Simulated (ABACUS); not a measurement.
Crystal: Ge.

```
Ge
1.0
     0.00000    2.82891    2.82891
     2.82891    0.00000    2.82891
     2.82891    2.82891    0.00000
Ge
2
Direct
  0.76097 0.73326 0.75334
  0.49345 0.48940 0.51015
```

The cell isn't the ideal one: atoms moved at random, drawn with an rms of 0.05 Å.

A run of ABACUS 3.10.1 on this cell left the log below. Logs are shortened: lines on timing, memory, paths and dates and some standing lists are left out, and cuts for length are marked.

```text
ABACUS v3.10.1

               Atomic-orbital Based Ab-initio Computation at UStc

 ------------------------------------------------------------------------------------

 READING GENERAL INFORMATION
                           global_out_dir = OUT.Ge/
                           global_in_card = INPUT
                               pseudo_dir = ./
                              orbital_dir =
                                    DSIZE = 4
                                    GSIZE = 1

 READING UNITCELL INFORMATION
                                    ntype = 1
                  lattice constant (Bohr) = 1.88973
              lattice constant (Angstrom) = 1

 READING ATOM TYPE 1
                               atom label = Ge
                      L=0, number of zeta = 1
                      L=1, number of zeta = 1
                      L=2, number of zeta = 1
             number of atom for this type = 2

                        TOTAL ATOM NUMBER = 2
DIRECT COORDINATES
    atom                   x                   y                   z     mag                  vx                  vy                  vz
taud_Ge1            0.7609660000        0.7332560000        0.7533390000  0.0000        0.0000000000        0.0000000000        0.0000000000
taud_Ge2            0.4934450000        0.4893950000        0.5101500000  0.0000        0.0000000000        0.0000000000        0.0000000000

                          Volume (Bohr^3) = 305.551
                             Volume (A^3) = 45.278

 Lattice vectors: (Cartesian coordinate: in unit of a_0)
                   +0            +2.82891            +2.82891
             +2.82891                  +0            +2.82891
             +2.82891            +2.82891                  +0
 Reciprocal vectors: (Cartesian coordinate: in unit of 2 pi/a_0)
            -0.176747           +0.176747           +0.176747
            +0.176747           -0.176747           +0.176747
            +0.176747           +0.176747           -0.176747
 The esolver type has been set to : ksdft_pw

                PAO radial cut off (Bohr) = 7
[... 208 lines left out ...]
     Energy           Rydberg                 eV
----------------------------------------------------------
 E_KohnSham     -356.8039926822      -4854.5673696283
 E_Harris       -356.7643418736      -4854.0278927003
 E_Fermi        0.6786141297         9.2330189077
----------------------------------------------------------
[... 75 lines left out ...]
 Density error is 2.98863168495e-10
                          Error Threshold = 6.99784964873e-11
----------------------------------------------------------
     Energy           Rydberg                 eV
----------------------------------------------------------
 E_KohnSham     -356.8047160983      -4854.5772122088
 E_KS(sigma->0) -356.8046822700      -4854.5767519510
 E_Harris       -356.8045146014      -4854.5744707027
 E_band         -20.2907115266       -276.0692932356
 E_one_elec     -183.5811184147      -2497.7492556532
 E_Hartree      110.6284544294       1505.1773411732
 E_xc           -86.3851076229       -1175.3296860151
 E_Ewald        -197.4668768334      -2686.6746911981
 E_entropy(-TS) -0.0000676566        -0.0009205156
 E_descf        0.0000000000         0.0000000000
 E_exx          0.0000000000         0.0000000000
 E_Fermi        0.6944374093         9.4483056714
----------------------------------------------------------

 charge density convergence is achieved
 final etot is -4854.5772122 eV
 EFERMI = 9.4483056714 eV

 STATE ENERGY(eV) AND OCCUPATIONS    NSPIN == 1
 1/65 kpoint (Cartesian) = 0.0000 0.0000 0.0000 (3695 pws)
       1       -15.4631     0.00390625
       2       -15.4300     0.00390625
       3       -15.4279     0.00390625
       4       -15.4044     0.00390625
       5       -15.4043     0.00390625
       6       -15.1949     0.00390625
[... 98 lines left out ...]
       5       -15.3933     0.00781250
       6       -15.2051     0.00781250
[... 10 lines left out ...]
      17        12.5468    9.53959e-30
      18        12.8972    8.63029e-33

[... levels at 59 further k points ...]

------------------------------------------------------------------------------------------
 TOTAL-FORCE (eV/Angstrom)
------------------------------------------------------------------------------------------
                       Ge1         0.4320723043        -0.3685117874        -0.3873508278
                       Ge2        -0.4320723043         0.3685117874         0.3873508278
------------------------------------------------------------------------------------------

----------------------------------------------------------------
 TOTAL-STRESS (KBAR)
----------------------------------------------------------------
         7.8080121551       -10.8362605904       -10.2715558469
       -10.8362605904         8.0078557079        12.1673347238
       -10.2715558469        12.1673347238         7.9515438682
----------------------------------------------------------------
 TOTAL-PRESSURE: 7.922471 KBAR

 --------------------------------------------
 !FINAL_ETOT_IS -4854.5772122087846583 eV
 --------------------------------------------
```

Q: What input gives this log?

A: Single point with PBEsol, no spin polarisation. The files as run (others can give the same):

INPUT
```
INPUT_PARAMETERS
suffix              Ge
calculation         scf
basis_type          pw
pseudo_dir          ./
symmetry            1
dft_functional      pbesol
ecutwfc             79
pseudo_rcut         7
nspin               1
nbands              18
ks_solver           dav
smearing_method     fd
smearing_sigma      0.00367493
scf_thr             1e-08
scf_nmax            100
mixing_type         broyden
mixing_beta         0.7
cal_force           1
cal_stress          1
kpar                4
```

STRU
```
ATOMIC_SPECIES
Ge 72.6300 Ge.upf

LATTICE_CONSTANT
1.8897261246

LATTICE_VECTORS
0.0000000000 2.8289100000 2.8289100000
2.8289100000 0.0000000000 2.8289100000
2.8289100000 2.8289100000 0.0000000000

ATOMIC_POSITIONS
Direct

Ge
0.0
2
0.7609660000 0.7332560000 0.7533390000 1 1 1
0.4934450000 0.4893950000 0.5101500000 1 1 1
```

KPT
```
K_POINTS
0
Gamma
8 8 8 0 0 0
```

Potentials or basis: PseudoDojo NC SR 0.4.1 PBEsol standard, plane waves.
The run is started by
```sh
$ OMP_NUM_THREADS=1 mpirun -np 4 abacus > log
```
